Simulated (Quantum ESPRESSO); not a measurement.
CoO in Quantum ESPRESSO: the effect of magnetic state

The system is CoO.

```xyz
4
Lattice="3.3112 0.0000 0.0000 -1.6556 2.8676 0.0000 0.0000 0.0000 5.4229" Properties=species:S:1:pos:R:3 pbc="T T T"
Co    1.6556    0.9559    0.0000
Co    0.0000    1.9117    2.7115
O     1.6556    0.9559    3.3904
O     0.0000    1.9117    0.6790
```

Measurements of this composition are mostly on another form, of space group No. 225.

Alike in all runs:

- Program: Quantum ESPRESSO 7.5
- Task: single point
- Functional: LDA
- Potentials or basis: PseudoDojo 0.4.1 SR LDA stringent
- Cutoff: 1415 eV
- Density cutoff: 5660 eV
- k mesh: 5 × 5 × 3
- Occupations: gaussian, width 0.05 eV
- Hubbard terms: Co d U = 4 eV

```tsv
magnetic state	spin	starting moments	fixed moment	pressure (GPa)	largest force (eV/Å)
nm	no spin polarisation	-	-	-34.1	0.05
nm_spin	collinear spin, zero start	[0.0, 0.0, 0.0, 0.0] μB	0 μB	-34.1	0.05
fm	collinear spin, ferromagnetic start	[3.0, 3.0, 0.0, 0.0] μB	-	-14.8	0.10
afm	collinear spin, antiferromagnetic start	[3.0, -3.0, 0.0, 0.0] μB	-	?	?
ferri	collinear spin, ferrimagnetic start	[3.0, -1.5, 0.0, 0.0] μB	-	-15.8	0.15
```

**Question.** What does the run with magnetic state afm give?

**Answer.** Pressure -15.7 GPa; largest force 0.14 eV/Å.

Caveats: all runs use coarse meshes; a pressure of tens of GPa on the cell as given is suspect, and the run, the potentials or the cell itself is likely at fault (some runs); U without spin polarisation on a metal has little footing (some runs); the total moment is fixed, so each spin has its own Fermi level (some runs).
